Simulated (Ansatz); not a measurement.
# A homologous series of junctions, from SiH2(OSiH2)1 chain with amine ends, between Au (111) faces with adatoms

How fast does the conductance fall as the molecule grows?

Calculated with Ansatz 0.2.0; DFT PBE, plane waves, PAW; relaxation of a junction, electrodes held but for their tips, in the first sound run; inputs show where later runs differ.

### Step 1. Set-up

The cell holds 87 atoms: 74 Au, 2 N, 2 Si, 1 O and 8 H. Its edges and angles: a = 8.825 Å, b = 8.825 Å, c = 30.593 Å, α = 90.0°, β = 90.0°, γ = 60.0°. Electrodes: Au (111) 3x3 face with an adatom; the apex atoms were set 9.313 Å apart; the free molecule is N[SiH2]O[SiH2]N. Regions: lower lead, 37 atoms (37 Au); bridge, 13 atoms (2 N, 2 Si, 1 O and 8 H); upper lead, 37 atoms (37 Au). The structure is stacked along c, and the current runs across the ab planes.

### Step 2. Relaxing the junction, 87 atoms, molecule siloxane 1, amine ends, units 1

The bridge and the electrodes' tips relax, while 72 atoms stay at the lead's spacing, so that the ends still repeat as a lead.

The input, input.yaml:

```yaml
crystal:
  lattice:
    - [8.8246926292, 0.0, 0.0]
    - [4.4123463146, 7.6424079975, 0.0]
    - [0.0, 0.0, 30.592687203]
  atoms:
    - { symbol: Au, position: [0.722222222, 0.722222222, 0.0] }
    - { symbol: Au, position: [0.722222222, 0.055555556, 0.0] }
    - { symbol: Au, position: [0.722222222, 0.388888889, 0.0] }
    - { symbol: Au, position: [0.055555556, 0.722222222, 0.0] }
    - { symbol: Au, position: [0.055555556, 0.055555556, 0.0] }
    - { symbol: Au, position: [0.055555556, 0.388888889, 0.0] }
    - { symbol: Au, position: [0.388888889, 0.722222222, 0.0] }
    - { symbol: Au, position: [0.388888889, 0.055555556, 0.0] }
    - { symbol: Au, position: [0.388888889, 0.388888889, 0.0] }
    - { symbol: Au, position: [0.833333333, 0.833333333, 0.07850821] }
    - { symbol: Au, position: [0.833333333, 0.166666667, 0.07850821] }
    - { symbol: Au, position: [0.833333333, 0.5, 0.07850821] }
    - { symbol: Au, position: [0.166666667, 0.833333333, 0.07850821] }
    - { symbol: Au, position: [0.166666667, 0.166666667, 0.07850821] }
    - { symbol: Au, position: [0.166666667, 0.5, 0.07850821] }
    - { symbol: Au, position: [0.5, 0.833333333, 0.07850821] }
    - { symbol: Au, position: [0.5, 0.166666667, 0.07850821] }
    - { symbol: Au, position: [0.5, 0.5, 0.07850821] }
    - { symbol: Au, position: [0.944444444, 0.944444444, 0.157016421] }
    - { symbol: Au, position: [0.944444444, 0.277777778, 0.157016421] }
    - { symbol: Au, position: [0.944444444, 0.611111111, 0.157016421] }
    - { symbol: Au, position: [0.277777778, 0.944444444, 0.157016421] }
    - { symbol: Au, position: [0.277777778, 0.277777778, 0.157016421] }
    - { symbol: Au, position: [0.277777778, 0.611111111, 0.157016421] }
    - { symbol: Au, position: [0.611111111, 0.944444444, 0.157016421] }
    - { symbol: Au, position: [0.611111111, 0.277777778, 0.157016421] }
    - { symbol: Au, position: [0.611111111, 0.611111111, 0.157016421] }
    - { symbol: Au, position: [0.055555556, 0.055555556, 0.235524631] }
    - { symbol: Au, position: [0.055555556, 0.388888889, 0.235524631] }
    - { symbol: Au, position: [0.055555556, 0.722222222, 0.235524631] }
    - { symbol: Au, position: [0.388888889, 0.055555556, 0.235524631] }
    - { symbol: Au, position: [0.388888889, 0.388888889, 0.235524631] }
    - { symbol: Au, position: [0.388888889, 0.722222222, 0.235524631] }
    - { symbol: Au, position: [0.722222222, 0.055555556, 0.235524631] }
    - { symbol: Au, position: [0.722222222, 0.388888889, 0.235524631] }
    - { symbol: Au, position: [0.722222222, 0.722222222, 0.235524631] }
    - { symbol: Au, position: [0.5, 0.5, 0.308537266] }
    - { symbol: "N", position: [0.428902914, 0.500036613, 0.377973051] }
    - { symbol: Si, position: [0.583219264, 0.500026985, 0.410723344] }
    - { symbol: O, position: [0.513863037, 0.500028075, 0.460745813] }
    - { symbol: Si, position: [0.583225448, 0.50001713, 0.510768038] }
    - { symbol: "N", position: [0.428921545, 0.50000318, 0.543518575] }
    - { symbol: H, position: [0.311677677, 0.605999693, 0.385614192] }
    - { symbol: H, position: [0.417606217, 0.394098133, 0.385619401] }
    - { symbol: H, position: [0.750564948, 0.33843827, 0.402288097] }
    - { symbol: H, position: [0.588991082, 0.661609051, 0.402288808] }
    - { symbol: H, position: [0.750578146, 0.338431664, 0.519200854] }
    - { symbol: H, position: [0.58898699, 0.661602047, 0.51920558] }
    - { symbol: H, position: [0.41764853, 0.394049449, 0.53587366] }
    - { symbol: H, position: [0.311687804, 0.605950457, 0.535874784] }
    - { symbol: Au, position: [0.5, 0.5, 0.612954523] }
    - { symbol: Au, position: [0.277777778, 0.277777778, 0.685967159] }
    - { symbol: Au, position: [0.277777778, 0.611111111, 0.685967159] }
    - { symbol: Au, position: [0.277777778, 0.944444444, 0.685967159] }
    - { symbol: Au, position: [0.611111111, 0.277777778, 0.685967159] }
    - { symbol: Au, position: [0.611111111, 0.611111111, 0.685967159] }
    - { symbol: Au, position: [0.611111111, 0.944444444, 0.685967159] }
    - { symbol: Au, position: [0.944444444, 0.277777778, 0.685967159] }
    - { symbol: Au, position: [0.944444444, 0.611111111, 0.685967159] }
    - { symbol: Au, position: [0.944444444, 0.944444444, 0.685967159] }
    - { symbol: Au, position: [0.388888889, 0.388888889, 0.764475369] }
    - { symbol: Au, position: [0.388888889, 0.722222222, 0.764475369] }
    - { symbol: Au, position: [0.388888889, 0.055555556, 0.764475369] }
    - { symbol: Au, position: [0.722222222, 0.388888889, 0.764475369] }
    - { symbol: Au, position: [0.722222222, 0.722222222, 0.764475369] }
    - { symbol: Au, position: [0.722222222, 0.055555556, 0.764475369] }
    - { symbol: Au, position: [0.055555556, 0.388888889, 0.764475369] }
    - { symbol: Au, position: [0.055555556, 0.722222222, 0.764475369] }
    - { symbol: Au, position: [0.055555556, 0.055555556, 0.764475369] }
    - { symbol: Au, position: [0.5, 0.5, 0.842983579] }
    - { symbol: Au, position: [0.5, 0.833333333, 0.842983579] }
    - { symbol: Au, position: [0.5, 0.166666667, 0.842983579] }
    - { symbol: Au, position: [0.833333333, 0.5, 0.842983579] }
    - { symbol: Au, position: [0.833333333, 0.833333333, 0.842983579] }
    - { symbol: Au, position: [0.833333333, 0.166666667, 0.842983579] }
    - { symbol: Au, position: [0.166666667, 0.5, 0.842983579] }
    - { symbol: Au, position: [0.166666667, 0.833333333, 0.842983579] }
    - { symbol: Au, position: [0.166666667, 0.166666667, 0.842983579] }
    - { symbol: Au, position: [0.611111111, 0.611111111, 0.92149179] }
    - { symbol: Au, position: [0.611111111, 0.944444444, 0.92149179] }
    - { symbol: Au, position: [0.611111111, 0.277777778, 0.92149179] }
    - { symbol: Au, position: [0.944444444, 0.611111111, 0.92149179] }
    - { symbol: Au, position: [0.944444444, 0.944444444, 0.92149179] }
    - { symbol: Au, position: [0.944444444, 0.277777778, 0.92149179] }
    - { symbol: Au, position: [0.277777778, 0.611111111, 0.92149179] }
    - { symbol: Au, position: [0.277777778, 0.944444444, 0.92149179] }
    - { symbol: Au, position: [0.277777778, 0.277777778, 0.92149179] }
kpoints:
  mp_grid: { grid: [2, 2, 1] }
scf:
  occupations: { method: fermi_dirac, width: 0.1 }
hamiltonian:
  xc: pbe
relax:
  constraints:
    - { sites: [0, 1, 2, 3, 4, 5, 6, 7, 8, 9, 10, 11, 12, 13, 14, 15, 16, 17, 18, 19, 20, 21, 22, 23, 24, 25, 26, 27, 28, 29, 30, 31, 32, 33, 34, 35, 51, 52, 53, 54, 55, 56, 57, 58, 59, 60, 61, 62, 63, 64, 65, 66, 67, 68, 69, 70, 71, 72, 73, 74, 75, 76, 77, 78, 79, 80, 81, 82, 83, 84, 85, 86] }
  f_tol: 0.05
  max_steps: 35
```

Launch:

```bash
$ ansatz run input.yaml --threads 16 --pin off --max-ram 61440MiB --backend cuda --events-out ev --progress --plain --runs-dir out --max-vram 78GiB
```

Numbers of over 12 decimals in the logs are rounded to 6 here.

The program printed:

```text
Engine: ansatz 0.2.0, aarch64-unknown-linux-gnu
Pseudopotentials: kind: paw
Pseudopotential: Au, paw, valence charge 19, recommended cutoff 420 eV (normal), Au.paw.azcp
Pseudopotential: N, paw, valence charge 5, recommended cutoff 420 eV (normal), N.paw.azcp
Pseudopotential: Si, paw, valence charge 4, recommended cutoff 420 eV (normal), Si.paw.azcp
Pseudopotential: O, paw, valence charge 6, recommended cutoff 420 eV (normal), O.paw.azcp
Pseudopotential: H, paw, valence charge 1, recommended cutoff 420 eV (normal), H.paw.azcp
Functional definition: PBE
  parameter kappa = 0.804
  parameter beta = 0.066725
  exchange = pbe_x(kappa = kappa, mu = beta*pi^2/3)
  correlation = pbe_c(beta = beta)
[...]
Crystal: 87 atoms, lattice volume = 2063.229 Å³
Basis set: ecut = 420 eV, 40321 PW (Γ), exchange–correlation on 120×120×432 points (8 copies of the dense FFT grid, shifted against one another)
Bands: 863, of which v1, the nominal top of the filled ones, is band 719 counted from 1 (718 counted from 0)
Symmetry: 1 space group operations
Space group: P1 (ITA 1), of the structure as read, at distance tolerance 1.3e-4 Å
k-points: 4
Non-local potential: Au, projectors of the file, l = 0: 3, l = 1: 2, l = 2: 2, l = 3: 1
Non-local potential: N, projectors of the file, l = 0: 2, l = 1: 2, l = 2: 1
Non-local potential: Si, projectors of the file, l = 0: 2, l = 1: 2, l = 2: 2
Non-local potential: O, projectors of the file, l = 0: 2, l = 1: 2, l = 2: 1
Non-local potential: H, projectors of the file, l = 0: 2, l = 1: 1
PAW form: soft (Blöchl's): semilocal exchange-correlation on the pseudo side does not see the compensation charge
PAW one-centre angular grid: Au, 590 points (default); XC on 64 Gauss nodes
PAW one-centre angular grid: N, 110 points (default); XC on 64 Gauss nodes
PAW one-centre angular grid: Si, 110 points (default); XC on 64 Gauss nodes
PAW one-centre angular grid: O, 110 points (default); XC on 64 Gauss nodes
PAW one-centre angular grid: H, 110 points (default); XC on 64 Gauss nodes
Initial density: superposition of atomic densities (neutral atoms: chi_scale 0, normalization atom), corrected by the library's trained network
Initial wavefunctions: pseudopotential atomic-orbital guess
[...]
Functional: x = pbe(κ = 0.804, μ = 0.219515), c = pbe(β = 0.066725)
SCF iter   1: F=—  HF=-975779.770960 eV  |F-HF|=—  |Δ(HF+E_count)|=         —  Δρ=3.80e-3  dr2=6.80e0  ethr=1.77e-3  ⟨swp⟩=6.0  Hψ=13005  notcnv=0  defer=110
preconditioner: auto → LDOS  [metal: Δε(μ)=0.127 eV  Ē_g=9.053 eV  σ=0.100 eV  W_gap=0.30  n_scr=600 (ndim 8)  ℏωp=23.8 eV  f_vac=0.291  D(μ)=39.20/eV (n_scr^D=240)  β→1.0]
SCF iter   2: F=—  HF=-975779.499733 eV  |F-HF|=—  |Δ(HF+E_count)|=   2.71e-1  Δρ=3.66e-3  dr2=5.35e-1  ethr=4.73e-4  ⟨swp⟩=2.5  Hψ=5834  notcnv=0  defer=419
[...]
SCF iter   7: F=-975779.366243 eV  HF=-975779.366283 eV  |F-HF|=4.04e-5  |Δ(HF+E_count)|=   4.07e-5  Δρ=2.12e-5  dr2=4.42e-5  ethr=4.35e-9  ⟨swp⟩=3.0  Hψ=11163  notcnv=0
SCF 1 converged in 7 iterations: F = -975779.366243 eV  dr2 = 4.42e-5
  greatest PAW one-centre occupation: 1.000 electrons in one spin orbital (limit 2), on the Au atom at site 34 (counted from 0), in its partial waves of l = 0
relax step   1: F+E_penalty+E_count = -975779.36624260 eV  Δ(F+E_penalty+E_count) = +0.000e0 eV  max|allowed force component| = 1.548e0 eV/Å  Δτ_max = 0.0000 Å  (7 SCF iters, dr2 threshold 6.25e-5 eV, accepted)
[...]
iter 1 solved again at ethr=2.50e-5 eV; its pass at ethr=3.10e-3 eV (dr2=3.59e-1 eV) is discarded
SCF iter   1: F=—  HF=-975779.661889 eV  |F-HF|=—  |Δ(HF+E_count)|=         —  Δρ=6.02e-3  dr2=3.60e-1  ethr=2.50e-5  ⟨swp⟩=1.0  Hψ=13122  notcnv=0  defer=296
preconditioner: auto → LDOS  [metal: Δε(μ)=0.119 eV  Ē_g=8.931 eV  σ=0.100 eV  W_gap=0.29  n_scr=600 (ndim 8)  ℏωp=23.8 eV  f_vac=0.291  D(μ)=37.36/eV (n_scr^D=214)  β→1.0]
SCF iter   2: F=—  HF=-975779.684374 eV  |F-HF|=—  |Δ(HF+E_count)|=   2.25e-2  Δρ=1.58e-3  dr2=7.99e-2  ethr=2.50e-5  ⟨swp⟩=3.0  Hψ=7573  notcnv=0  defer=296
[...]
SCF iter   6: F=-975779.661154 eV  HF=-975779.661156 eV  |F-HF|=2.87e-6  |Δ(HF+E_count)|=   8.72e-6  Δρ=1.52e-5  dr2=4.71e-6  ethr=3.68e-9  ⟨swp⟩=4.0  Hψ=9624  notcnv=0
SCF 2 converged in 6 iterations: F = -975779.661154 eV  dr2 = 4.71e-6
[...]
relax step   2: F+E_penalty+E_count = -975779.66115353 eV  Δ(F+E_penalty+E_count) = -2.949e-1 eV  max|allowed force component| = 8.216e-1 eV/Å  Δτ_max = 0.1611 Å  (6 SCF iters, dr2 threshold 1.00e-4 eV, accepted)
[...]
SCF 3 converged in 6 iterations: F = -975779.760514 eV  dr2 = 4.93e-7
relax step   3: F+E_penalty+E_count = -975779.76051446 eV  Δ(F+E_penalty+E_count) = -9.936e-2 eV  max|allowed force component| = 4.004e-1 eV/Å  Δτ_max = 0.0704 Å  (6 SCF iters, dr2 threshold 4.22e-5 eV, accepted)
[...]
relax step   4: F+E_penalty+E_count = -975779.81918061 eV  Δ(F+E_penalty+E_count) = -5.867e-2 eV  max|allowed force component| = 1.737e-1 eV/Å  Δτ_max = 0.1662 Å  (6 SCF iters, dr2 threshold 3.81e-5 eV, accepted)
[...]
relax step   5: F+E_penalty+E_count = -975779.82185721 eV  Δ(F+E_penalty+E_count) = -2.677e-3 eV  max|allowed force component| = 6.184e-2 eV/Å  Δτ_max = 0.0238 Å  (5 SCF iters, dr2 threshold 5.68e-6 eV, accepted)
[...]
relax step   6: F+E_penalty+E_count = -975779.82230556 eV  Δ(F+E_penalty+E_count) = -4.484e-4 eV  max|allowed force component| = 7.111e-2 eV/Å  Δτ_max = 0.0579 Å  (7 SCF iters, accepted)
[...]
SCF 7 converged in 6 iterations: F = -975779.824212 eV  dr2 = 7.69e-8
relax step   7: F+E_penalty+E_count = -975779.82421247 eV  Δ(F+E_penalty+E_count) = -1.907e-3 eV  max|allowed force component| = 9.675e-3 eV/Å  Δτ_max = 0.0209 Å  (6 SCF iters, accepted)
SCF converged after 6 iterations
[...]
- { symbol: Au, position: [0.055556, 0.388889, 0.235525] }
    - { symbol: Au, position: [0.055556, 0.722222222, 0.235525] }
    - { symbol: Au, position: [0.388889, 0.055556, 0.235525] }
    - { symbol: Au, position: [0.388889, 0.388889, 0.235525] }
    - { symbol: Au, position: [0.388889, 0.722222222, 0.235525] }
    - { symbol: Au, position: [0.722222222, 0.055556, 0.235525] }
    - { symbol: Au, position: [0.722222, 0.388889, 0.235525] }
    - { symbol: Au, position: [0.722222, 0.722222222, 0.235525] }
    - { symbol: Au, position: [0.510779, 0.494921, 0.306222] }
    - { symbol: N, position: [0.418514, 0.507848, 0.376410] }
    - { symbol: Si, position: [0.588909, 0.498982, 0.408386] }
    - { symbol: O, position: [0.544853, 0.500047, 0.460745] }
    - { symbol: Si, position: [0.587869, 0.501066, 0.513104] }
    - { symbol: N, position: [0.426351, 0.492180, 0.545081] }
    - { symbol: H, position: [0.300431, 0.620876, 0.377422] }
    - { symbol: H, position: [0.397393, 0.404406, 0.378552] }
    - { symbol: H, position: [0.749441, 0.331872, 0.397430] }
    - { symbol: H, position: [0.598350, 0.658009, 0.397512] }
    - { symbol: H, position: [0.756337, 0.342025, 0.523969] }
    - { symbol: H, position: [0.581306, 0.668161, 0.524069] }
    - { symbol: H, position: [0.421298, 0.379152, 0.544064] }
    - { symbol: H, position: [0.301787, 0.595621, 0.542942] }
    - { symbol: Au, position: [0.505701, 0.505074, 0.615270] }
    - { symbol: Au, position: [0.277778, 0.277777778, 0.685967] }
    - { symbol: Au, position: [0.277778, 0.611111111, 0.685967] }
    - { symbol: Au, position: [0.277778, 0.944444, 0.685967] }
    - { symbol: Au, position: [0.611111, 0.277777778, 0.685967] }
    - { symbol: Au, position: [0.611111111, 0.611111111, 0.685967] }
    - { symbol: Au, position: [0.611111, 0.944444, 0.685967] }
    - { symbol: Au, position: [0.944444, 0.277777778, 0.685967] }
    - { symbol: Au, position: [0.944444, 0.611111111, 0.685967] }
    - { symbol: Au, position: [0.944444444, 0.944444, 0.685967] }
    - { symbol: Au, position: [0.388889, 0.388889, 0.764475] }
    - { symbol: Au, position: [0.388889, 0.722222222, 0.764475] }
    - { symbol: Au, position: [0.388889, 0.055556, 0.764475] }
    - { symbol: Au, position: [0.722222, 0.388889, 0.764475] }
    - { symbol: Au, position: [0.722222, 0.722222222, 0.764475] }
    - { symbol: Au, position: [0.722222222, 0.055556, 0.764475] }
    - { symbol: Au, position: [0.055556, 0.388889, 0.764475] }
    - { symbol: Au, position: [0.055556, 0.722222222, 0.764475] }
    - { symbol: Au, position: [0.055555556, 0.055556, 0.764475] }
    - { symbol: Au, position: [0.500000, 0.500000, 0.842984] }
    - { symbol: Au, position: [0.500000, 0.833333, 0.842984] }
    - { symbol: Au, position: [0.500000, 0.166667, 0.842984] }
    - { symbol: Au, position: [0.833333, 0.500000, 0.842984] }
    - { symbol: Au, position: [0.833333333, 0.833333, 0.842984] }
    - { symbol: Au, position: [0.833333, 0.166667, 0.842984] }
    - { symbol: Au, position: [0.166667, 0.500000, 0.842984] }
    - { symbol: Au, position: [0.166667, 0.833333, 0.842984] }
    - { symbol: Au, position: [0.166667, 0.166667, 0.842984] }
    - { symbol: Au, position: [0.611111111, 0.611111111, 0.921492] }
    - { symbol: Au, position: [0.611111, 0.944444, 0.921492] }
    - { symbol: Au, position: [0.611111, 0.277777778, 0.921492] }
    - { symbol: Au, position: [0.944444, 0.611111111, 0.921492] }
    - { symbol: Au, position: [0.944444444, 0.944444, 0.921492] }
    - { symbol: Au, position: [0.944444, 0.277777778, 0.921492] }
    - { symbol: Au, position: [0.277778, 0.611111111, 0.921492] }
    - { symbol: Au, position: [0.277778, 0.944444, 0.921492] }
    - { symbol: Au, position: [0.277778, 0.277777778, 0.921492] }
```

It took 14 s on 1 × NVIDIA GB200 with 16 threads of Arm Neoverse V2, shared host; peak memory 1.9 GiB.

Step by step:

```csv
step,energy less that of the first step (eV),largest force component (eV/Å)
1,0.0000,1.5478
2,-0.2949,0.8216
3,-0.3943,0.4004
4,-0.4529,0.1737
5,-0.4556,0.0618
6,-0.4561,0.0711
7,-0.4580,0.0097
```

The atoms that moved most (Å):

```csv
atom,dx,dy,dz,length
H49,-0.034,-0.114,0.251,0.277
H43,-0.034,0.114,-0.251,0.277
O40,0.274,0.000,0.000,0.274
H50,-0.133,-0.079,0.216,0.266
H44,-0.133,0.079,-0.216,0.266
H46,0.067,-0.028,-0.146,0.163
H47,0.067,0.027,0.146,0.163
H48,-0.039,0.050,0.149,0.162
```

This step gave:

```
energy at zero smearing : -975779.2236 eV
```

The largest force component on a free atom ends at 0.010 eV/Å, under the limit of 0.05. The apex atoms end 9.45 Å apart, and their nearest bridge atoms lie at 2.28 Å (Au–N) and 2.28 Å (Au–N).

(Continued in part 2 of 4.)

[Logs are printed without paths, hosts, clocks, repeated set-up lines and the standing remarks that a program may print on its own settings, such as how far it seeks lower states.]

[Hosts, paths, dates, database ids (printed as entryN), source tags and the programs' standing remarks are cut or masked in the printed files.]
